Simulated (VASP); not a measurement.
# Al (Fm-3m) in VASP: notebook

Runs on Al. Level: PBE. Tasks: relaxation of cell and atoms.

Everything below comes from runs of VASP 6.6.1. Logs are shortened: lines on timing, memory, paths and dates and some standing lists are left out, and cuts for length are marked.

## Step 1: The crystal as given

The structure is cubic, space group Fm-3m (No. 225). The conventional cell has a = 4.050 Å, b = 4.050 Å, c = 4.050 Å, α = 90.00°, β = 90.00°, γ = 90.00°. Al (site symmetry m-3m) is surrounded by 12 Al at 2.86 Å.

## Step 2: Relaxation of cell and atoms, PBE

File INCAR:

```
PREC = Accurate
ENCUT = 520
EDIFF = 1E-6
ISMEAR = 0
SIGMA = 0.1
LREAL = F
LASPH = T
NELM = 120
ALGO = Normal
ISIF = 3
LWAVE = F
LCHARG = F
GGA = PE
IBRION = 2
NSW = 90
EDIFFG = -0.01
```

File KPOINTS:

```
regular mesh
0
Gamma
  18 18 18
```

File POSCAR:

```
Al
1.0
    0.0000000000      2.0248050000      2.0248050000
    2.0248050000      0.0000000000      2.0248050000
    2.0248050000      2.0248050000      0.0000000000
Al
1
Direct
    0.0000000000      0.0000000000      0.0000000000
```

Potentials or basis: VASP PAW PBE potentials, release 64 (Al).

Launch:

```console
> cat potpaw_PBE.64/Al/POTCAR > POTCAR
> mpirun -np 1 vasp_std > vasp.out
```

OUTCAR:

```text
PREC = Accurate
   ENCUT = 520
   EDIFF = 1E-6
   ISMEAR = 0
   LREAL = F
   LASPH = T
   NELM = 120
   ISIF = 3
   GGA = PE
   IBRION = 2
   NSW = 90
   EDIFFG = -0.01

 ion  position               nearest neighbor table
   1  0.000  0.000  0.000-

  LATTYP: Found a face centered cubic cell.
 ALAT       =     4.0496100000

  Lattice vectors:

 A1 = (   0.0000000000,   2.0248050000,   2.0248050000)
 A2 = (   2.0248050000,   0.0000000000,   2.0248050000)
 A3 = (   2.0248050000,   2.0248050000,   0.0000000000)

Analysis of symmetry for initial positions (statically):
=====================================================================
 Subroutine PRICEL returns:
 Original cell was already a primitive cell.

 Routine SETGRP: Setting up the symmetry group for a
 face centered cubic supercell.

 Subroutine GETGRP returns: Found 48 space group operations
 (whereof 48 operations were pure point group operations)
 out of a pool of 48 trial point group operations.

The static configuration has the point symmetry O_h .

Analysis of symmetry for dynamics (positions and initial velocities):
=====================================================================
 Subroutine PRICEL returns:
 Original cell was already a primitive cell.

 Routine SETGRP: Setting up the symmetry group for a
 face centered cubic supercell.

 Subroutine GETGRP returns: Found 48 space group operations
 (whereof 48 operations were pure point group operations)
 out of a pool of 48 trial point group operations.

The dynamic configuration has the point symmetry O_h .

 Subroutine INISYM returns: Found 48 space group operations
 (whereof 48 operations are pure point group operations),
 and found     1 'primitive' translations

----------------------------------------------------------------------------------------

                                     Primitive cell

  volume of cell :      16.6027

  direct lattice vectors                    reciprocal lattice vectors
     0.000000000  2.024805000  2.024805000    -0.246937359  0.246937359  0.246937359
     2.024805000  0.000000000  2.024805000     0.246937359 -0.246937359  0.246937359
     2.024805000  2.024805000  0.000000000     0.246937359  0.246937359 -0.246937359

  length of vectors
     2.863506692  2.863506692  2.863506692     0.427708053  0.427708053  0.427708053

  position of ions in fractional coordinates (direct lattice)
     0.000000000  0.000000000  0.000000000

  ion indices of the primitive-cell ions
   primitive index   ion index
                 1           1

----------------------------------------------------------------------------------------

 KPOINTS: regular mesh

Automatic generation of k-mesh.
 Grid dimensions read from file:
 generate k-points for:   18   18   18

 Generating k-lattice:

  Cartesian coordinates                     Fractional coordinates (reciprocal lattice)
    -0.013718742  0.013718742  0.013718742     0.055555556  0.000000000  0.000000000
     0.013718742 -0.013718742  0.013718742     0.000000000  0.055555556  0.000000000
     0.013718742  0.013718742 -0.013718742     0.000000000  0.000000000  0.055555556

  Length of vectors
     0.023761558  0.023761558  0.023761558

  Shift w.r.t. Gamma in fractional coordinates (k-lattice)
     0.000000000  0.000000000  0.000000000

 Subroutine IBZKPT returns following result:
 ===========================================

 Found    195 irreducible k-points:

 Following reciprocal coordinates:
            Coordinates               Weight
[... 37 lines left out ...]
   ISPIN  =      1    spin polarized calculation?
   LNONCOLLINEAR =      F non collinear calculations
   LSORBIT =      F    spin-orbit coupling
   LASPH  =      T    aspherical Exc in radial PAW
   ENCUT  =  520.0 eV  38.22 Ry    6.18 a.u.   5.32  5.32  5.32*2*pi/ulx,y,z
   NELM   =    120;   NELMIN=  2; NELMDL= -5     # of ELM steps
   EDIFF  = 0.1E-05   stopping-criterion for ELM
   LREAL  =      F    real-space projection
   EDIFFG = -.1E-01   stopping-criterion for IOM
   NSW    =     90    number of steps for IOM
   IBRION =      2    ionic relax: 0-MD 1-quasi-New 2-CG
   NFREE  =      1    steps in history (QN), initial steepest desc. (CG)
   ISIF   =      3    stress and relaxation
   ISYM   =      2    0-nonsym 1-usesym 2-fastsym
   POTIM  = 0.5000    time-step for ionic-motion
   TEBEG  =    0.0;   TEEND  =   0.0 temperature during run
   PSTRESS=    0.0 pullay stress
   NELECT =       3.0000    total number of electrons
   NUPDOWN=      -1.0000    fix difference up-down
   EMIN   =  10.00;   EMAX   =-10.00  energy-range for DOS
   EFERMI =   0.00;   METHOD = LEGACY
   ISMEAR =     0;   SIGMA  =   0.10  broadening in eV -4-tet -1-fermi 0-gaus
   EFERMI_NEDOS =   21; number of points for ismear=-14 and -15
   IALGO  =     38    algorithm
   IMIX   =      4    mixing-type and parameters
     AMIX     =   0.40;   BMIX     =  1.00
     AMIX_MAG =   1.60;   BMIX_MAG =  1.00
  volume/ion in A,a.u.               =      16.60       112.04
  Fermi-wavevector in a.u.,A,eV,Ry     =   0.925526  1.748991 11.654733  0.856599
  Thomas-Fermi vector in A             =   2.051390
   LORBIT       =      0    0 simple, 1 ext, 2 COOP (PROOUT), +10 PAW based schemes
   GGA     = PE    functional components
   LHFCALC =     F    Hartree Fock is set to
   AEXX    =    0.0000 exact exchange contribution
   IVDW    =     0    specifies the selected vdW correction
   LEPSILON=     F    determine dielectric tensor
   LRPA    =     F    only Hartree local field effects (RPA)
 conjugate gradient relaxation of ions
 non-spin polarized calculation
 Gauss-broadening in eV      SIGMA  =   0.10
  energy-cutoff  :      520.00
  volume of cell :       16.60
 maximum number of plane-waves:       459
 NGX is ok and might be reduce to    24
   NGX = 11   NGY = 11   NGZ = 11

--------------------------------------- Ionic step        1  -------------------------------------------

 number of electron       3.0000000 magnetization

 Free energy of the ion-electron system (eV)
  ---------------------------------------------------
  ext. energy  EPLUGINS =         0.00000000
  ---------------------------------------------------
  free energy    TOTEN  =        -3.74436388 eV

  energy without entropy =       -3.74148560  energy(sigma->0) =       -3.74292474

------------------------ aborting loop because EDIFF is reached ----------------------------------------

  FORCE on cell =-STRESS in cart. coord.  units (eV):
  Direction    XX          YY          ZZ          XY          YZ          ZX
  --------------------------------------------------------------------------------------
  -------------------------------------------------------------------------------------
  Total       -0.0517817     -0.0517817     -0.0517817      0.0000000     -0.0000000      0.0000000
  in kB       -4.9969803     -4.9969803     -4.9969803      0.0000000     -0.0000000      0.0000000
  external PRESSURE =      -4.9969803 kB  Pullay stress =       0.0000000 kB

 VOLUME and BASIS-vectors are now :
 -----------------------------------------------------------------------------
  energy-cutoff  :      520.00
  volume of cell :       16.60
      direct lattice vectors                 reciprocal lattice vectors
     0.000000000  2.024805000  2.024805000    -0.246937359  0.246937359  0.246937359
     2.024805000  0.000000000  2.024805000     0.246937359 -0.246937359  0.246937359
     2.024805000  2.024805000  0.000000000     0.246937359  0.246937359 -0.246937359

 POSITION                                       TOTAL-FORCE (eV/Angst)
 -----------------------------------------------------------------------------------
      0.00000      0.00000      0.00000         0.000000     -0.000000     -0.000000
 -----------------------------------------------------------------------------------
    total drift:                                0.000000     -0.000000      0.000000

  FREE ENERGIE OF THE ION-ELECTRON SYSTEM (eV)
  ---------------------------------------------------
  free  energy   TOTEN  =        -3.7443638801 eV

  energy  without entropy=       -3.7414856026  energy(sigma->0) =       -3.74292474

--------------------------------------- Ionic step        2  -------------------------------------------

 number of electron       3.0000000 magnetization

 Free energy of the ion-electron system (eV)
  ---------------------------------------------------
  ext. energy  EPLUGINS =         0.00000000
  ---------------------------------------------------
  free energy    TOTEN  =        -3.74453465 eV

  energy without entropy =       -3.74160178  energy(sigma->0) =       -3.74306821

 E-fermi :   8.0050     XC(G=0): -10.2012

 val. band max:        8.0046721895   @ k =  -0.2778   0.5000   0.2222
 cond. band min:       8.0191209809   @ k =  -0.4444   0.3333   0.1111
 fundamental gap:      0.0144487914
 Fermi energy:         8.0050281416

 k-point     1 :       0.0000    0.0000    0.0000
  band No.  band energies     occupation
      1      -3.1297      2.00000
      2      20.6401      0.00000
      3      20.6401      0.00000
      4      20.6401      0.00000
      5      22.1419      0.00000
[... 177 lines left out ...]
 k-point    24 :      -0.2222    0.0556    0.0000
  band No.  band energies     occupation
      1      -1.4871      2.00000
      2      11.8575      0.00000
      3      17.3066      0.00000
      4      20.1604      0.00000
      5      21.9071      0.00000

 [... further k-points ...]
[... 5 lines left out ...]
  --------------------------------------------------------------------------------------
  -------------------------------------------------------------------------------------
  Total        0.0068231      0.0068231      0.0068231      0.0000000     -0.0000000      0.0000000
  in kB        0.6633958      0.6633958      0.6633958      0.0000000     -0.0000000      0.0000000
  external PRESSURE =       0.6633958 kB  Pullay stress =       0.0000000 kB

 VOLUME and BASIS-vectors are now :
 -----------------------------------------------------------------------------
  energy-cutoff  :      520.00
  volume of cell :       16.48
      direct lattice vectors                 reciprocal lattice vectors
     0.000000000  2.019746857  2.019746857    -0.247555776  0.247555776  0.247555776
     2.019746857 -0.000000000  2.019746857     0.247555776 -0.247555776  0.247555776
     2.019746857  2.019746857  0.000000000     0.247555776  0.247555776 -0.247555776

 POSITION                                       TOTAL-FORCE (eV/Angst)
 -----------------------------------------------------------------------------------
      0.00000      2.01975      2.01975         0.000000      0.000000      0.000000
 -----------------------------------------------------------------------------------
    total drift:                                0.000000      0.000000     -0.000000

  FREE ENERGIE OF THE ION-ELECTRON SYSTEM (eV)
  ---------------------------------------------------
  free  energy   TOTEN  =        -3.7445346482 eV

  energy  without entropy=       -3.7416017817  energy(sigma->0) =       -3.74306821

 reached required accuracy - stopping structural energy minimisation
```

Run time: 7.4 s. Hardware: 1 thread of Intel Xeon Platinum 8488C (Sapphire Rapids), shared host; peak memory 0.14 GiB.

What came out:

```
Free energy                            : -3.7445 eV
Relaxed volume                         : 16.48 Å³/atom
Relaxed cell                           : a = 2.856 Å, b = 2.856 Å, c = 2.856 Å, α = 60.00°, β = 60.00°, γ = 60.00°
Space group after relaxing (to 0.05 Å) : Fm-3m (No. 225)
Energy gained by relaxing              : 0.2 meV/atom
Ionic steps                            : 2
Pressure after relaxing                : 0.1 GPa
Band gap on the k mesh                 : none (metal or under the smearing width)
```

The path:
```
step  energy change (eV)  largest force (eV/Å)  pressure (GPa)  volume (Å³)
   1              0.0000                0.0000           -0.50        16.60
   2             -0.0002                0.0000            0.07        16.48
```

Final structure:
```cif
data_structure
_symmetry_space_group_name_H-M 'P 1'
_symmetry_Int_Tables_number 1
_cell_length_a 2.8564
_cell_length_b 2.8564
_cell_length_c 2.8564
_cell_angle_alpha 60.000
_cell_angle_beta 60.000
_cell_angle_gamma 60.000
_cell_volume 16.48
loop_
_atom_site_label
_atom_site_type_symbol
_atom_site_fract_x
_atom_site_fract_y
_atom_site_fract_z
_atom_site_occupancy
Al1 Al 0.00000 0.00000 0.00000 1
```

## Step 3: Relaxation of cell and atoms, PBE

This run uses another cell than the first one, of 16.48 Å³/atom, 0.993 times its volume.

File INCAR:

```
PREC = Accurate
ENCUT = 520
EDIFF = 1E-7
ISMEAR = 0
SIGMA = 0.1
LREAL = F
LASPH = T
NELM = 120
ALGO = Normal
ISIF = 3
LWAVE = F
LCHARG = F
GGA = PE
IBRION = 2
NSW = 60
EDIFFG = -0.005
POTIM = 0.3
```

KPOINTS is that of step 2.

File POSCAR:

```
Al                                      
1.0
    0.0000000000      2.0197468574      2.0197468574
    2.0197468574     -0.0000000000      2.0197468574
    2.0197468574      2.0197468574      0.0000000000
  Al            
     1
Direct
     1.0000000000000000    0.0000000000000000    0.0000000000000000
```

Potentials or basis: VASP PAW PBE potentials, release 64 (Al).

Launch:

```console
> cat potpaw_PBE.64/Al/POTCAR > POTCAR
> mpirun -np 1 vasp_std > vasp.out
```

Wall time 7.7 s (1 thread of Intel Xeon Platinum 8488C (Sapphire Rapids), shared host); peak memory 0.14 GiB.

Results (log left out):

```yaml
Free_energy: -3.7445 eV
Relaxed_volume: 16.49 Å³/atom
Relaxed_cell: a = 2.857 Å, b = 2.857 Å, c = 2.857 Å, α = 60.00°, β = 60.00°, γ = 60.00°
Space_group_after_relaxing_to_0.05_Å: Fm-3m (No. 225)
Energy_gained_by_relaxing: 0.0 meV/atom
Ionic_steps: 2
Pressure_after_relaxing: 0.0 GPa
Band_gap_on_the_k_mesh: none (metal or under the smearing width)
```

Final structure:
```yaml
crystal:
  lattice:
    - [0.00000, 2.02015, 2.02015]
    - [2.02015, 0.00000, 2.02015]
    - [2.02015, 2.02015, 0.00000]
  atoms:
    - { symbol: Al, position: [0.00000, 0.00000, 0.00000] }
```

Levels at points of the mesh, in eV from the Fermi level:
| k point | band 1 | band 2 | band 3 | band 4 | band 5 |
| --- | --- | --- | --- | --- | --- |
| (0.00, 0.00, 0.00) | -11.13 | 12.63 | 12.63 | 12.63 | 14.13 |
| (0.50, 0.00, 0.00) | -4.59 | -4.37 | 11.43 | 11.43 | 11.47 |
| (0.50, 0.50, 0.00) | -2.92 | -1.59 | 5.27 | 5.61 | 5.61 |
